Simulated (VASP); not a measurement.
# C (Fd-3m) in VASP: single point with r2SCAN+D4

Aim: the single point of C with r2SCAN+D4.

All numbers are computed with VASP 6.6.1; they aren't measurements. Logs are shortened: lines on timing, memory, paths and dates and some standing lists are left out, and cuts for length are marked.

## Step 1: The cell of the first run

The structure is cubic, space group Fd-3m (No. 227). Conventional cell: a = 3.567 Å, b = 3.567 Å, c = 3.567 Å, α = 90.00°, β = 90.00°, γ = 90.00°. Around C (site symmetry -43m) lie 4 C at 1.54 Å.

This isn't the form of C at room conditions, which is graphite.

## Step 2: Single point, r2SCAN+D4, collinear spin, typed start (atoms moved at random, drawn with an rms of 0.02 Å)

Input file POSCAR:

```
C
1.0
    0.0000000000      1.7833700000      1.7833700000
    1.7833700000      0.0000000000      1.7833700000
    1.7833700000      1.7833700000      0.0000000000
C
2
Direct
    0.7520856269      0.7526266258      0.7498471510
    0.5020433731      0.5025903742      0.4998778490
```

Input file INCAR.step1:

```
PREC = Accurate
ENCUT = 520
ISMEAR = -1
SIGMA = 0.15
LREAL = F
LASPH = T
NELM = 150
ISPIN = 2
MAGMOM = -0.26 0.34
NBANDS = 15
GGA = PE
ALGO = Normal
EDIFF = 1E-4
LWAVE = T
LCHARG = F
```

Input file INCAR.step2:

```
PREC = Accurate
ENCUT = 520
EDIFF = 1E-7
ISMEAR = -1
SIGMA = 0.15
LREAL = F
LASPH = T
NELM = 150
ALGO = Normal
ISIF = 2
LWAVE = F
LCHARG = F
ISPIN = 2
MAGMOM = -0.26 0.34
LORBIT = 11
METAGGA = R2SCAN
LMIXTAU = T
IVDW = 13
VDW_S6 = 1.0
VDW_S8 = 0.6018749
VDW_A1 = 0.51559235
VDW_A2 = 5.77342911
NBANDS = 15
ISTART = 1
```

Input file KPOINTS:

```
Automatic mesh
0
Gamma
  10 10 10
```

Potentials or basis: VASP PAW PBE potentials, release 64 (C).

Started as:

```console
cat potpaw_PBE.64/C/POTCAR > POTCAR
cp INCAR.step1 INCAR
mpirun -np 1 vasp_std > vasp.out
cp INCAR.step2 INCAR
mpirun -np 1 vasp_std > vasp.out
```

OUTCAR:

```text
PREC = Accurate
   ENCUT = 520
   EDIFF = 1E-7
   ISMEAR = -1
   LREAL = F
   LASPH = T
   NELM = 150
   ISIF = 2
   ISPIN = 2
   LORBIT = 11
   METAGGA = R2SCAN
   IVDW = 13
   ISTART = 1

 ion  position               nearest neighbor table
   1  0.752  0.753  0.750-   2 1.54   2 1.54   2 1.54   2 1.54
   2  0.502  0.503  0.500-   1 1.54   1 1.54   1 1.54   1 1.54

  LATTYP: Found a face centered cubic cell.
 ALAT       =     3.5667400000

  Lattice vectors:

 A1 = (   0.0000000000,   1.7833700000,   1.7833700000)
 A2 = (   1.7833700000,   0.0000000000,   1.7833700000)
 A3 = (   1.7833700000,   1.7833700000,   0.0000000000)

Analysis of symmetry for initial positions (statically):
=====================================================================
 Subroutine PRICEL returns:
 Original cell was already a primitive cell.

 Routine SETGRP: Setting up the symmetry group for a
 face centered cubic supercell.

 Subroutine GETGRP returns: Found  4 space group operations
 (whereof  1 operations were pure point group operations)
 out of a pool of 48 trial point group operations.

The static configuration has the point symmetry C_1 .
 The point group associated with its full space group is C_2h.

Analysis of symmetry for dynamics (positions and initial velocities):
=====================================================================
 Subroutine PRICEL returns:
 Original cell was already a primitive cell.

 Routine SETGRP: Setting up the symmetry group for a
 face centered cubic supercell.

 Subroutine GETGRP returns: Found  4 space group operations
 (whereof  1 operations were pure point group operations)
 out of a pool of 48 trial point group operations.

The dynamic configuration has the point symmetry C_1 .
 The point group associated with its full space group is C_2h.

Analysis of structural, dynamic, and magnetic symmetry:
=====================================================================
 Subroutine PRICEL returns:
 Original cell was already a primitive cell.

 Routine SETGRP: Setting up the symmetry group for a
 face centered cubic supercell.

 Subroutine GETGRP returns: Found  2 space group operations
 (whereof  1 operations were pure point group operations)
 out of a pool of 48 trial point group operations.

The overall configuration has the point symmetry C_1 .
 The point group associated with its full space group is C_1h.

 Subroutine INISYM returns: Found  2 space group operations
 (whereof  1 operations are pure point group operations),
 and found     1 'primitive' translations

----------------------------------------------------------------------------------------

                                     Primitive cell

  volume of cell :      11.3437

  direct lattice vectors                    reciprocal lattice vectors
     0.000000000  1.783370000  1.783370000    -0.280368067  0.280368067  0.280368067
     1.783370000  0.000000000  1.783370000     0.280368067 -0.280368067  0.280368067
     1.783370000  1.783370000  0.000000000     0.280368067  0.280368067 -0.280368067

  length of vectors
     2.522066041  2.522066041  2.522066041     0.485611737  0.485611737  0.485611737

  position of ions in fractional coordinates (direct lattice)
     0.752085627  0.752626626  0.749847151
     0.502043373  0.502590374  0.499877849

  ion indices of the primitive-cell ions
   primitive index   ion index
                 1           1
                 2           2

----------------------------------------------------------------------------------------

 KPOINTS: Automatic mesh

Automatic generation of k-mesh.
 Grid dimensions read from file:
 generate k-points for:   10   10   10

 Generating k-lattice:

  Cartesian coordinates                     Fractional coordinates (reciprocal lattice)
    -0.028036807  0.028036807  0.028036807     0.100000000  0.000000000  0.000000000
     0.028036807 -0.028036807  0.028036807     0.000000000  0.100000000  0.000000000
     0.028036807  0.028036807 -0.028036807     0.000000000  0.000000000  0.100000000

  Length of vectors
     0.048561174  0.048561174  0.048561174

  Shift w.r.t. Gamma in fractional coordinates (k-lattice)
     0.000000000  0.000000000  0.000000000
[... 43 lines left out ...]
   ISTART =      1    job   : 0-new  1-cont  2-samecut
   ICHARG =      0    charge: 1-file 2-atom 10-const
   ISPIN  =      2    spin polarized calculation?
   LNONCOLLINEAR =      F non collinear calculations
   LSORBIT =      F    spin-orbit coupling
   LASPH  =      T    aspherical Exc in radial PAW
   ENCUT  =  520.0 eV  38.22 Ry    6.18 a.u.   4.69  4.69  4.69*2*pi/ulx,y,z
   NELM   =    150;   NELMIN=  2; NELMDL=  0     # of ELM steps
   EDIFF  = 0.1E-06   stopping-criterion for ELM
   LREAL  =      F    real-space projection
   EDIFFG = 0.1E-05   stopping-criterion for IOM
   NSW    =      0    number of steps for IOM
   IBRION =     -1    ionic relax: 0-MD 1-quasi-New 2-CG
   NFREE  =      0    steps in history (QN), initial steepest desc. (CG)
   ISIF   =      2    stress and relaxation
   ISYM   =      2    0-nonsym 1-usesym 2-fastsym
   POTIM  = 0.5000    time-step for ionic-motion
   TEBEG  =    0.0;   TEEND  =   0.0 temperature during run
   PSTRESS=    0.0 pullay stress
   NELECT =       8.0000    total number of electrons
   NUPDOWN=      -1.0000    fix difference up-down
   EMIN   =  10.00;   EMAX   =-10.00  energy-range for DOS
   EFERMI =   0.00;   METHOD = LEGACY
   ISMEAR =    -1;   SIGMA  =   0.15  broadening in eV -4-tet -1-fermi 0-gaus
   EFERMI_NEDOS =   21; number of points for ismear=-14 and -15
   IALGO  =     38    algorithm
   IMIX   =      4    mixing-type and parameters
     AMIX     =   0.40;   BMIX     =  1.00
     AMIX_MAG =   1.60;   BMIX_MAG =  1.00
  volume/ion in A,a.u.               =       5.67        38.28
  Fermi-wavevector in a.u.,A,eV,Ry     =   1.457203  2.753714 28.891161  2.123440
  Thomas-Fermi vector in A             =   2.574032
   LORBIT       =     11    0 simple, 1 ext, 2 COOP (PROOUT), +10 PAW based schemes
   METAGGA = R2SCAN    functional components
   LHFCALC =     F    Hartree Fock is set to
   AEXX    =    0.0000 exact exchange contribution
   IVDW    =    13    specifies the selected vdW correction
   LEPSILON=     F    determine dielectric tensor
   LRPA    =     F    only Hartree local field effects (RPA)
 spin polarized calculation
  energy-cutoff  :      520.00
  volume of cell :       11.34
 maximum number of plane-waves:       322
   NGX =  9   NGY =  9   NGZ =  9

 number of electron       7.9999999 magnetization      -0.0000000

 number of electron       7.9999999 magnetization       0.0000000

 Free energy of the ion-electron system (eV)
  ---------------------------------------------------
  ext. energy  EPLUGINS =         0.00000000
  ---------------------------------------------------
  free energy    TOTEN  =       -19.65719284 eV

  energy without entropy =      -19.65719281  energy(sigma->0) =      -19.65719282

 E-fermi :  11.8226     XC(G=0): -14.2579

 val. band max:        9.7152754243   @ k =   0.0000   0.0000   0.0000
 cond. band min:      14.0804241993   @ k =   0.0000   0.4000   0.4000
 fundamental gap:      4.3651487750
 Fermi energy:        11.8226359530

 spin component 1

 k-point     1 :       0.0000    0.0000    0.0000
  band No.  band energies     occupation
      1     -12.9825      1.00000
      2       9.7107      1.00000
      3       9.7129      1.00000
      4       9.7153      1.00000
      5      15.5464      0.00000
      6      15.5485      0.00000
      7      15.5504      0.00000
      8      23.5310      0.00000
      9      30.1065      0.00000
     10      37.1009      0.00000
     11      37.1009      0.00000
     12      38.5639      0.00000
     13      38.5654      0.00000
     14      38.5667      0.00000
[... 403 lines left out ...]
      4       8.2743      1.00000
      5      15.7152      0.00000
      6      18.5637      0.00000
      7      18.6142      0.00000
      8      23.6934      0.00000
      9      30.9427      0.00000
     10      31.6107      0.00000
     11      36.1457      0.00000
     12      38.6801      0.00000
     13      43.5383      0.00000
     14      46.2969      0.00000
     15      53.7715      0.00000

 [... further k-points ...]

 spin component 2

 k-point     1 :       0.0000    0.0000    0.0000
  band No.  band energies     occupation
      1     -12.9825      1.00000
      2       9.7107      1.00000
      3       9.7129      1.00000
      4       9.7153      1.00000
      5      15.5464      0.00000
      6      15.5485      0.00000
      7      15.5504      0.00000
      8      23.5310      0.00000
      9      30.1065      0.00000
     10      37.1009      0.00000
     11      37.1009      0.00000
     12      38.5639      0.00000
     13      38.5654      0.00000
     14      38.5667      0.00000
[... 403 lines left out ...]
      4       8.2743      1.00000
      5      15.7152      0.00000
      6      18.5637      0.00000
      7      18.6142      0.00000
      8      23.6934      0.00000
      9      30.9427      0.00000
     10      31.6107      0.00000
     11      36.1457      0.00000
     12      38.6801      0.00000
     13      43.5383      0.00000
     14      46.2969      0.00000
     15      53.7715      0.00000

 [... further k-points ...]

------------------------ aborting loop because EDIFF is reached ----------------------------------------

  DFT-D4 for vdW energy calculation

  Edisp (eV):   -0.17647

  FORCE on cell =-STRESS in cart. coord.  units (eV):
  Direction    XX          YY          ZZ          XY          YZ          ZX
  --------------------------------------------------------------------------------------
  -------------------------------------------------------------------------------------
  Total      -0.24561    -0.24561    -0.24560    -0.00031    -0.00005    -0.00005
  in kB     -34.68969   -34.68969   -34.68881    -0.04381    -0.00678    -0.00678
  external pressure =      -34.69 kB  Pullay stress =        0.00 kB

 VOLUME and BASIS-vectors are now :
 -----------------------------------------------------------------------------
  energy-cutoff  :      520.00
  volume of cell :       11.34
      direct lattice vectors                 reciprocal lattice vectors
     0.000000000  1.783370000  1.783370000    -0.280368067  0.280368067  0.280368067
     1.783370000  0.000000000  1.783370000     0.280368067 -0.280368067  0.280368067
     1.783370000  1.783370000  0.000000000     0.280368067  0.280368067 -0.280368067

 POSITION                                       TOTAL-FORCE (eV/Angst)
 -----------------------------------------------------------------------------------
      2.67947      2.67850      2.68346        -0.000598     -0.000598     -0.005377
      1.78777      1.78680      1.79163         0.000598      0.000598      0.005377
 -----------------------------------------------------------------------------------
    total drift:                               -0.001313      0.001332     -0.000004

  FREE ENERGIE OF THE ION-ELECTRON SYSTEM (eV)
  ---------------------------------------------------
  free  energy   TOTEN  =       -19.8336671377 eV

  energy  without entropy=      -19.8336671068  energy(sigma->0) =      -19.83366712

 total charge

# of ion       s       p       d       tot
------------------------------------------
    1        0.845   1.738   0.000   2.583
    2        0.845   1.738   0.000   2.583
--------------------------------------------------
tot          1.691   3.476   0.000   5.167

 magnetization (x)

# of ion       s       p       d       tot
------------------------------------------
    1       -0.000  -0.000   0.000  -0.000
    2        0.000   0.000   0.000   0.000
--------------------------------------------------
tot          0.000   0.000   0.000   0.000
```

Run time: 2.4 min. Hardware: 1 thread of Intel Xeon 6975P-C (Granite Rapids), shared host; peak memory 0.18 GiB.

What came out:

```
Free energy                                           : -19.8337 eV
Pressure                                              : -3.5 GPa
Largest force                                         : 0.005 eV/Å
Band gap on the k mesh                                : 4.37 eV, indirect (least direct gap 5.83 eV)
Net moment                                            : 0.00 μB per cell
Valence electrons inside the program's atomic spheres : C 2.58
Dispersion energy per atom                            : -0.088 eV
```

Forces on the atoms (eV/Å):
```
C   -0.001 -0.001 -0.005
C    0.001  0.001  0.005
```

Caveat: the PAW data sets were made with another functional, which shifts forces and pressure a little.
